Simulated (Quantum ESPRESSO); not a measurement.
Crystal: Pr.

```
Pr
1.0
    -2.09737    2.09737    2.09737
     2.09737   -2.09737    2.09737
     2.09737    2.09737   -2.09737
Pr
1
Direct
  0.00000 0.00000 0.00000
```

This isn't the form of Pr at room conditions, which is double hcp.

Base run:

```yaml
Program: Quantum ESPRESSO 7.5
Functional: PBEsol
Potentials_or_basis: SSSP 1.3 efficiency PBE
Cutoff: 748 eV
Density_cutoff: 5987 eV
k_mesh: 9 × 9 × 9
Occupations: fermi-dirac, width 0.05 eV
Spin: collinear spin, ferromagnetic start
Starting_moments: "[2.0] μB"
```

Its results: band gap on the k mesh none (metal or under the smearing width); pressure -6.1 GPa; net moment 3.01 μB per cell; site moments Pr +2.63 μB.

The run is repeated on the same cell with these changes: functional from PBEsol to LDA. What comes out?

Band gap on the k mesh none (metal or under the smearing width); pressure -7.5 GPa; net moment 2.83 μB per cell; site moments Pr +2.53 μB.

LDA binds more tightly than PBEsol, so the same cell stands under less pressure.

Caveats: the potentials were made for another functional, which shifts forces and pressure; the magnetic or orbital state may not be the lowest; spin-orbit coupling is left out, which moves the levels of the heavy elements.
